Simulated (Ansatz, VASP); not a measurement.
**Fe in VASP and in Ansatz**

File INCAR:

```
SYSTEM = Fe
PREC = Accurate ; ENCUT = 520
EDIFF = 1E-6 ; ISMEAR = -1
SIGMA = 0.1 ; LREAL = .False.
LASPH = .True. ; NELM = 60
ALGO = Normal ; ISIF = 2
LWAVE = .False. ; LCHARG = .False.
NBANDS = 10
```

File KPOINTS:

```
Automatic mesh
0
Gamma
  8 8 8
  0 0 0
```

File POSCAR:

```
Fe
1.0
   -1.3498227879      1.3498227879      1.3498227879
    1.3498227879     -1.3498227879      1.3498227879
    1.3498227879      1.3498227879     -1.3498227879
Fe
1
Direct
    0.0000000000      0.0000000000      0.0000000000
```

Input for Ansatz:

```yaml
crystal:
  lattice:
    - [-1.3498227879, 1.3498227879, 1.3498227879]
    - [1.3498227879, -1.3498227879, 1.3498227879]
    - [1.3498227879, 1.3498227879, -1.3498227879]
  atoms:
    - { symbol: Fe, position: [0.0, 0.0, 0.0] }
hamiltonian:
  xc: lda
  pseudopotentials:
    kind: paw
    azcp:
      Fe: "pseudopotentials/Fe.paw.azcp"
basis:
  ecutwfc: 420
  fft_grid_basis: typed
kpoints:
  mp_grid: { grid: [8, 8, 8], shift: [0, 0, 0] }
magnetization:
  spin_polarized: false
scf:
  occupations: { method: fermi_dirac, width: 0.1 }
  lower_state_search: "off"
output:
  stress: true
```

Alike in both runs: task single point; functional LDA; k mesh 8 × 8 × 8; occupations fermi-dirac, width 0.1 eV; no spin polarisation.

|  | VASP | Ansatz |
| --- | --- | --- |
| version | VASP 6.6.1 | Ansatz 0.2.0 |
| potentials or method | VASP PAW LDA potentials, release 64 (Fe) | plane waves (420 eV) with PAW, scalar-relativistic |
| plane-wave cutoff (eV) | 520 | 420 |
| valence electrons in the cell | 8 | 16 |

Ansatz gave:

| Item | Value |
| --- | --- |
| pressure (GPa) | -0.3 |

**Question.** Which values does VASP return?

**Answer.** Pressure (GPa): -0.5.

The two sets of potentials don't hold the same shells in valence. Ansatz warned: «pseudo_functional_mismatch».

Caveats: the k mesh is coarse (spacing up to 0.41 Å⁻¹), so the values aren't converged; the run has no spin polarisation, though such a crystal can be magnetic. Spin polarisation is off, so any magnetic state and its effect on volume and gap are missing.
